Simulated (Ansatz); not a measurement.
**C: how settings move the results**

The task here is to estimate one member of a computed series from the others.

Computed with Ansatz 0.2.0 (DFT PBE, scalar-relativistic, plane waves, PAW for the base; runs at other levels say so in their headings and inputs, unless a step's input says otherwise).

1 further run of the same task is left out (set aside as unsound or not needed).

### The structure to begin with

Symmetry: Cmme, No. 67, orthorhombic system. Conventional cell: a = 2.456 Å, b = 4.254 Å, c = 7.173 Å, α = 90.00°, β = 90.00°, γ = 90.00°. C (site symmetry m) has 3 C at 1.42 Å as nearest neighbours.

As a file:

```cif
data_structure
_symmetry_space_group_name_H-M 'P 1'
_symmetry_Int_Tables_number 1
_cell_length_a 2.4561
_cell_length_b 2.4561
_cell_length_c 7.1733
_cell_angle_alpha 90.000
_cell_angle_beta 90.000
_cell_angle_gamma 120.000
_cell_volume 37.48
loop_
_atom_site_label
_atom_site_type_symbol
_atom_site_fract_x
_atom_site_fract_y
_atom_site_fract_z
_atom_site_occupancy
C1 C 0.08338 0.91662 0.75314 1
C2 C 0.58338 0.41662 0.24686 1
C3 C 0.91662 0.08338 0.24686 1
C4 C 0.41662 0.58338 0.75314 1
```

The structure comes from the Materials Project (structure only); it is used as listed.

### The base run, which the others are set against

Contents of input.yaml:

```yaml
crystal:
  lattice:
    - [1.22804797, -2.12706182, 0.0]
    - [1.22804797, 2.12706182, 0.0]
    - [0.0, 0.0, 7.17326776]
  atoms:
    - { symbol: C, position: [0.08337946, 0.91662054, 0.7531376] }
    - { symbol: C, position: [0.58337946, 0.41662054, 0.2468624] }
    - { symbol: C, position: [0.91662054, 0.08337946, 0.2468624] }
    - { symbol: C, position: [0.41662054, 0.58337946, 0.7531376] }
basis:
  ecutwfc: 420
kpoints:
  mp_grid: { grid: [18, 18, 6] }
hamiltonian:
  xc: pbe
scf:
  occupations: { method: gaussian, width: 0.1 }
output:
  forces: true
  stress: true
  eigenvalues: true
  populations: true
```

It was run beforehand and gave: -250.9358 eV/atom at zero smearing, pressure 3.75 GPa, largest force 0.026 eV/Å, gap on the mesh 0.02 eV, in 6 SCF cycles and 11 s.

The first run:

Contents of input.yaml:

```yaml
crystal:
  lattice:
    - [1.22804797, -2.12706182, 0.0]
    - [1.22804797, 2.12706182, 0.0]
    - [0.0, 0.0, 7.17326776]
  atoms:
    - { symbol: C, position: [0.08337946, 0.91662054, 0.7531376] }
    - { symbol: C, position: [0.58337946, 0.41662054, 0.2468624] }
    - { symbol: C, position: [0.91662054, 0.08337946, 0.2468624] }
    - { symbol: C, position: [0.41662054, 0.58337946, 0.7531376] }
basis:
  ecutwfc: 420
kpoints:
  mp_grid: { grid: [18, 18, 6] }
hamiltonian:
  xc: lda
scf:
  occupations: { method: gaussian, width: 0.1 }
output:
  forces: true
  stress: true
  eigenvalues: true
  write_density: true
  write_potential: true
  elf: true
  volumetric_format: npy
relax:
  adjacent_minimum: "off"
  f_tol: 0.01
  max_steps: 60
  cell: { stress_tol: 0.05 }
```

Launch:

```bash
$ ansatz run input.yaml --threads 1 --pin off --max-ram 2560MiB --backend cpu --events-out ev --progress --plain --runs-dir out
```

Among the steps run: Relaxation, functional: LDA; Relaxation, functional: PBEsol; Relaxing with functional PBE; Relaxation, functional: r2SCAN.

One table of the session follows, with a row left open; its other results are not shown here.

It belongs to the step «The sweep of the functional of a full relaxation side by side». 

```
functional  a (Å)  b (Å)  c (Å)  volume (Å³/atom)
       LDA  2.446  4.233  6.735              8.72
    PBEsol  2.459  4.258  7.323              9.59
       PBE      ?      ?      ?                 ?
    r2SCAN  2.456  4.253  7.118              9.29
```

**Question.** Estimate the row for PBE.

**Answer.** a (Å): 2.467; b (Å): 4.272; c (Å): 8.529; volume (Å³/atom): 11.23. In the column «a (Å)» it is the highest.

To keep in mind: Layers here are held mostly by dispersion, which this level lacks, so their spacing and the stiffness across them are unreliable there.
